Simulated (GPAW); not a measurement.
# Collinear magnetic orders of linear Cr chain, spacing 2.497 A with GPAW, part 2 of 2

Wanted: the moments of linear Cr chain, spacing 2.497 A and the energy of each order that was tried.

GPAW 26.7.0; RPBE; plane waves with GPAW's PAW setups, scalar-relativistic.

So far. Step 2 (Start 1: ferro +): After 35 cycles the largest moment stands at 3.91 μB.

### Step 3. Start 2: antiferro q=(0,0,1/2) +-

Another pattern of signs weighs the neighbour shells otherwise.

The cell is doubled to 2 atoms to hold this order. Its mesh is chosen so that both cells sample the same points.

The input, order2.py:

```python
import json
import numpy as np
from ase import Atoms
from ase.parallel import paropen, parprint
from gpaw import GPAW

atoms = Atoms(['Cr', 'Cr'],
    cell=[[12.0, 0.0, 0.0],
         [0.0, 12.0, 0.0],
         [0.0, 0.0, 4.994]],
    scaled_positions=[[0.5, 0.5, 0.0],
         [0.5, 0.5, 0.5]],
    pbc=True,
    magmoms=[2.5, -2.5])
atoms.calc = GPAW(mode={'name': 'pw', 'ecut': 660.0},
    xc='RPBE',
    kpts={'size': (1, 1, 6), 'gamma': True},
    occupations={'name': 'fermi-dirac', 'width': 0.1},
    convergence={'density': 1e-05, 'energy': 1e-05},
    maxiter=200,
    mixer={'name': 'pulay', 'beta': 0.02, 'nmaxold': 9, 'weight': 100},
    symmetry={'tolerance': 1e-4},
    txt='order2.txt')
e = atoms.get_potential_energy(force_consistent=True)
res = {'free_energy': e, 'energy_sigma0': atoms.get_potential_energy(), 'fermi_energy': atoms.calc.get_fermi_level()}
res['moments'] = atoms.get_magnetic_moments().tolist()
res['total'] = atoms.get_magnetic_moment()
parprint('site moments (muB):', np.round(res['moments'], 3))
parprint(f"total moment: {res['total']:.3f} muB")
parprint(f'free energy: {e:.6f} eV')
atoms.calc.write('order2.gpw')
with paropen('results.json', 'w') as f:
    json.dump(res, f)
```

Started as:

```
$ OMP_NUM_THREADS=1 python3 order2.py > order2.log
```

Numbers of over 12 decimals in the logs are rounded to 6 here.

The log of the run:

```text
site moments (muB): [ 3.766 -3.766]
total moment: 0.000 muB
free energy: -12.725057 eV

--- order2.txt ---
Input parameters:
  mode=PW(ecut=660.0),
  convergence={'density': 1e-05, 'energy': 1e-05},
  kpts=MonkhorstPack(size=(1, 1, 6), gamma=True),
  maxiter=200,
  mixer=Pulay(name='pulay', nmaxold=9, beta=0.02, weight=100, sigma=0.015, g_ss=None),
  occupations=Occupations(name='fermi-dirac', width=0.1),
  symmetry=Symmetry(tolerance=0.0001),
  xc=XC(name='RPBE')

Diagonalizing LCAO Hamiltonian
Converting LCAO to pw mode
        .----------------------------.
       /|                            |
      / |                            |
     /  |                            |
    /   |                            |
   /    |                            |
  /     .----------------------------.
 *     /           Cr               /
 |    /                            /
 |   /                            /
 |  /              Cr            /
 | /                            /
 |/                            /
 *----------------------------*

Atoms  # Å, Bohr magnetons
|   | symbol |        x |        y |        z |    initial magnetic moments |
|---|--------|----------|----------|----------|-----------------------------|
| 0 |     Cr | 6.000000 | 6.000000 | 0.000000 | ( 0.0000,  0.0000,  2.5000) |
| 1 |     Cr | 6.000000 | 6.000000 | 2.497000 | ( 0.0000,  0.0000, -2.5000) |

Unit cell  # Å
| periodic |         x |         y |        z |   lengths |    angles |
|----------|-----------|-----------|----------|-----------|-----------|
|      yes | 12.000000 |  0.000000 | 0.000000 | 12.000000 | 90.000000 |
|      yes |  0.000000 | 12.000000 | 0.000000 | 12.000000 | 90.000000 |
|      yes |  0.000000 |  0.000000 | 4.994000 |  4.994000 | 90.000000 |

Number of symmetries: 16

BZ-sampling:
  Number of BZ points: 6
  Number of IBZ points: 4

  Monkhorst-Pack size: [1, 1, 6]
  Monkhorst-Pack shift: [0.0, 0.0, 0.083333]

Plane wave coefficients: 27721
Cutoff: 660.0 eV

Spin-components: 2 (collinear spins)
Bands:           12
Projectors:      12
Spin-degeneracy: 1
Datatype:        complex128

Parallelization:
  kpt:    1
  domain: 1
  band:   1

Density:
  Valence electrons: 12.0
  Components: 2
  Grid points: [72 72 30]
  Charge: 0.0  # |e|

Potential:
  Grid points: [72 72 30]

[... setups left out ...]
Reference energy: -57174.803302  # eV

eigensolver:
  PPCG
  Converge bands: occupied
  niter=2

density mixing:
  Pulay-Mixer
  Linear mixing parameters: 0.02
  Old densities: 9
  Fourier metric: weight=100, sigma=0.015

occupation numbers:
  Fermi-Dirac:
    width: 0.1000  # eV

poisson solver:
  ecut: 5280.0  # eV

xc functional:
  name: RPBE with 2 nearest neighbor stencil

convergence criteria:
- Maximum integral of absolute [dens]ity change: 1e-05 electrons / valence electron
- Maximum [total energy] change in last 3 cyles: 1e-05 eV / valence electron
- Maximum integral of absolute [eigenst]ate change: 4e-08 eV^2 / valence electron
maximum number of iterations: 200

SCF iterations
|iter     |      energy | eigst |  dens |  magmom |
|---------|-------------|-------|-------|---------|
|iter:   1|       0s |  -13.450935 | +0.47 |       |  +0.0000|
|iter:   2|       3s |  -13.114247 | -1.43 | -0.20 |  -0.0000|
|iter:   3|       6s |  -11.363408 | -0.03 | -0.21 |  -0.0000|
|iter:   4|       9s |  -11.476693 | -1.11 | -0.52 |  -0.0000|
|iter:   5|      12s |  -11.902143 | -1.73 | -0.56 |  +0.0000|
|iter:   6|      14s |  -12.536879 | -1.25 | -0.67 |  +0.0000|
|iter:   7|      17s |  -12.533555 | -2.64 | -0.92 |  +0.0000|
|iter:   8|      20s |  -12.715768 | -1.64 | -0.92 |  +0.0000|
|iter:   9|      23s |  -12.733810 | -2.45 | -0.98 |  +0.0000|
|iter:  10|      26s |  -12.695583 | -1.46 | -1.01 |  +0.0000|
[... 14 iterations left out ...]
|iter:  25|      68s |  -12.704632c| -7.58c| -4.34 |  +0.0000|
|iter:  26|      70s |  -12.704631c| -7.84c| -4.57 |  +0.0000|
|iter:  27|      72s |  -12.704628c| -7.79c| -4.60 |  +0.0000|
|iter:  28|      74s |  -12.704633c| -7.47c| -4.66 |  +0.0000|
|iter:  29|      76s |  -12.704627c| -7.61c| -4.61 |  +0.0000|
|iter:  30|      78s |  -12.704626c| -8.04c| -4.90 |  -0.0000|
|iter:  31|      79s |  -12.704626c| -8.27c| -4.95 |  -0.0000|
|iter:  32|      81s |  -12.704628c| -8.09c| -4.99 |  -0.0000|
|iter:  33|      83s |  -12.704625c| -7.77c| -4.98 |  +0.0000|
|iter:  34|      85s |  -12.704626c| -8.46c| -5.11c|  +0.0000|

Converged in 34 steps
Energy contributions relative to reference atoms: (reference = -57174.803302)

Energy contributions:
  Kinetic:           9.569357
  Coulomb:         -10.049029
  Zero:              0.050493
  External:          0.000000
  Xc:              -12.255015
  Entropy:          -0.040863
  Spinorbit:         0.000000
  ----------------------------
  Free energy:     -12.725057
  Extrapolated:    -12.704626

dipole moment: (0.000130, 0.000130, -11.735832)  # |e|*Ang

Total magnetic moment: (0.000000, 0.000000, 0.000000)

Local magnetic moments
|        x |        y |         z |
|----------|----------|-----------|
| 0.000000 | 0.000000 |  3.765697 |  # Cr   0
| 0.000000 | 0.000000 | -3.765697 |  # Cr   1

Fermi level: -3.276
Eigenvalues  # (at kpt = [0.000, 0.000, 0.000])
| band index |      eig [eV] | occ [0-1] |      eig [eV] | occ [0-1] |
|------------|---------------|-----------|---------------|-----------|
|          0 |        -5.787 |     1.000 |        -5.787 |     1.000 |
|          1 |        -4.205 |     1.000 |        -4.205 |     1.000 |
|          2 |        -4.205 |     1.000 |        -4.205 |     1.000 |
|          3 |        -4.088 |     1.000 |        -4.088 |     1.000 |
|          4 |        -3.745 |     0.991 |        -3.745 |     0.991 |
|          5 |        -3.745 |     0.991 |        -3.745 |     0.991 |
|          6 |        -1.584 |     0.000 |        -1.584 |     0.000 |
|          7 |        -0.493 |     0.000 |        -0.493 |     0.000 |
|          8 |        -0.059 |     0.000 |        -0.059 |     0.000 |
|          9 |        -0.037 |     0.000 |        -0.037 |     0.000 |
|         10 |         0.293 |     0.000 |         0.293 |     0.000 |
|         11 |         0.293 |     0.000 |         0.293 |     0.000 |

Gap: 0.613 eV
Transition (v -> c):
  (s=1, k=3, n=5, [0.00, 0.00, 0.50]) -> (s=1, k=3, n=6, [0.00, 0.00, 0.50])
No difference between direct/indirect transitions
```

Wall time 92 s (1 MPI rank of Intel Xeon Platinum 8488C (Sapphire Rapids), shared host); peak memory 0.57 GiB.

This step gave:

| Property | Result |
| --- | --- |
| magnetization | 0 μB |
| final state | antiferromagnetic |
| largest moment | 3.766 μB |

It lies 480 meV a seeded atom under the first start, and its largest moment is 3.77 μB against 3.91 μB.

### Step 4. Start 3: no spin polarisation

A run without seeds gives the energy of the state without moments.

The input, nospin.py:

```python
import json
import numpy as np
from ase import Atoms
from ase.parallel import paropen, parprint
from gpaw import GPAW

atoms = Atoms(['Cr'],
    cell=[[12.0, 0.0, 0.0],
         [0.0, 12.0, 0.0],
         [0.0, 0.0, 2.497]],
    scaled_positions=[[0.5, 0.5, 0.0]],
    pbc=True)
atoms.calc = GPAW(mode={'name': 'pw', 'ecut': 660.0},
    xc='RPBE',
    kpts={'size': (1, 1, 12), 'gamma': True},
    occupations={'name': 'fermi-dirac', 'width': 0.1},
    convergence={'density': 1e-05, 'energy': 1e-05},
    maxiter=200,
    mixer={'name': 'pulay', 'beta': 0.02, 'nmaxold': 9, 'weight': 100},
    symmetry={'tolerance': 1e-4},
    txt='nospin.txt')
e = atoms.get_potential_energy(force_consistent=True)
res = {'free_energy': e, 'energy_sigma0': atoms.get_potential_energy(), 'fermi_energy': atoms.calc.get_fermi_level()}
parprint(f'free energy: {e:.6f} eV')
atoms.calc.write('nospin.gpw')
with paropen('results.json', 'w') as f:
    json.dump(res, f)
```

Started as:

```
$ OMP_NUM_THREADS=1 python3 nospin.py > nospin.log
```

The log of the run:

```text
free energy: -4.019486 eV

--- nospin.txt ---
Input parameters:
  mode=PW(ecut=660.0),
  convergence={'density': 1e-05, 'energy': 1e-05},
  kpts=MonkhorstPack(size=(1, 1, 12), gamma=True),
  maxiter=200,
  mixer=Pulay(name='pulay', nmaxold=9, beta=0.02, weight=100, sigma=0.015, g_ss=None),
  occupations=Occupations(name='fermi-dirac', width=0.1),
  symmetry=Symmetry(tolerance=0.0001),
  xc=XC(name='RPBE')

[...]
| band index |      eig [eV] | occ [0-2] |
|------------|---------------|-----------|
|          0 |        -6.270 |     2.000 |
|          1 |        -4.234 |     1.998 |
|          2 |        -3.816 |     1.850 |
|          3 |        -3.816 |     1.850 |
|          4 |        -2.116 |     0.000 |
|          5 |        -2.116 |     0.000 |
|          6 |        -1.804 |     0.000 |
|          7 |        -1.804 |     0.000 |

No gap
No difference between direct/indirect transitions


[key lines of the parts left out:]
Free energy:      -4.019486
Converged in 29 steps
dipole moment: (0.000065, 0.000065, -5.990308)  # |e|*Ang
Fermi level: -3.564
```

The job ended after 25 s (1 MPI rank; peak memory 0.27 GiB).

Numbers from this step:

* final state: non-magnetic (no spin polarisation)

It lies 1863 meV a seeded atom over the first start.

### Step 5. An attempt with other settings

An input with a fault is tried, to see how the program answers.

The input, run.py:

```python
import json
import numpy as np
from ase import Atoms
from ase.parallel import paropen, parprint
from gpaw import GPAW

atoms = Atoms(['Cr'],
    cell=[[12.0, 0.0, 0.0],
         [0.0, 12.0, 0.0],
         [0.0, 0.0, 2.497]],
    scaled_positions=[[0.5, 0.5, 0.0]],
    pbc=True,
    magmoms=[2.5])
atoms.calc = GPAW(mode={'name': 'pw', 'ecut': 660.0},
    xc='RPBE',
    kpts={'size': (0, 1, 12), 'gamma': True},
    occupations={'name': 'fermi-dirac', 'width': 0.1},
    convergence={'density': 1e-05, 'energy': 1e-05},
    maxiter=50,
    mixer={'name': 'pulay', 'beta': 0.02, 'nmaxold': 9, 'weight': 100},
    symmetry={'tolerance': 1e-4},
    txt='run.txt')
e = atoms.get_potential_energy(force_consistent=True)
res = {'free_energy': e, 'energy_sigma0': atoms.get_potential_energy(), 'fermi_energy': atoms.calc.get_fermi_level()}
res['moments'] = atoms.get_magnetic_moments().tolist()
res['total'] = atoms.get_magnetic_moment()
parprint('site moments (muB):', np.round(res['moments'], 3))
parprint(f"total moment: {res['total']:.3f} muB")
parprint(f'free energy: {e:.6f} eV')
atoms.calc.write('run.gpw')
with paropen('results.json', 'w') as f:
    json.dump(res, f)
```

Started as:

```
$ OMP_NUM_THREADS=1 python3 run.py > run.log
```

The log of the run:

```text
ZeroDivisionError: float division by zero

--- run.txt ---
Input parameters:
  mode=PW(ecut=660.0),
  convergence={'density': 1e-05, 'energy': 1e-05},
  kpts=MonkhorstPack(size=(0, 1, 12), gamma=True),
  maxiter=50,
  mixer=Pulay(name='pulay', nmaxold=9, beta=0.02, weight=100, sigma=0.015, g_ss=None),
  occupations=Occupations(name='fermi-dirac', width=0.1),
  symmetry=Symmetry(tolerance=0.0001),
  xc=XC(name='RPBE')
```

Elapsed: 1.4 s, on 1 MPI rank; peak memory 0.11 GiB.

The input was rejected at the start.

The program's message: “ZeroDivisionError: float division by zero”

The fault put into the input: a mesh with a zero.

Each count of the mesh must be at least 1.

### Step 6. Ranking

These are free energies at a smearing of 0.1 eV, so its entropy term is in the differences. They are divided by the number of seeded atoms, so that cells of unlike size compare. Wavevectors q in the names are fractions of the reciprocal vectors of the first run's cell.

Orders:

```
                   start        final state  typed order kept  energy over the lowest (meV a seeded atom)  largest site moment (μB)  net moment (μB a primitive cell)  mesh matched  CPU time (s)
                 ferro +      ferromagnetic               yes                                       479.7                     3.911                             5.155           yes         55.04
antiferro q=(0,0,1/2) +-  antiferromagnetic               yes                                           0                     3.766                                 0           yes         91.86
    no spin polarisation       non-magnetic                 -                                        2343                         0                                 0           yes         25.24
```

### Step 7. Summary of results

```yaml
lowest_state_found: antiferromagnetic (typed antiferro q=(0,0,1/2) +-)
largest_site_moment: 3.77 μB
next_state: ferromagnetic, 480 meV a seeded atom higher
energy_gained_by_spin_polarisation: 2343 meV a seeded atom
```

In words: The lowest state found is antiferromagnetic, reached from the start antiferro q=(0,0,1/2) +-, with moments up to 3.77 μB. The next state costs 480 meV a seeded atom. Only 3 starts are shown; other collinear patterns, canted and longer-period orders are not.

[Logs and program files are shortened in this print: banners, set-up blocks, solver, clock and traceback lines can be left out without a mark of their own.]

[Logs are printed without paths, hosts, clocks, repeated set-up lines and the standing remarks that a program may print on its own settings, such as how far it seeks lower states.]

[Hosts, paths, dates, database ids (printed as entryN), source tags and the programs' standing remarks are cut or masked in the printed files.]

[Where a cell is said to come from a database of computed structures, the database is the Materials Project.]
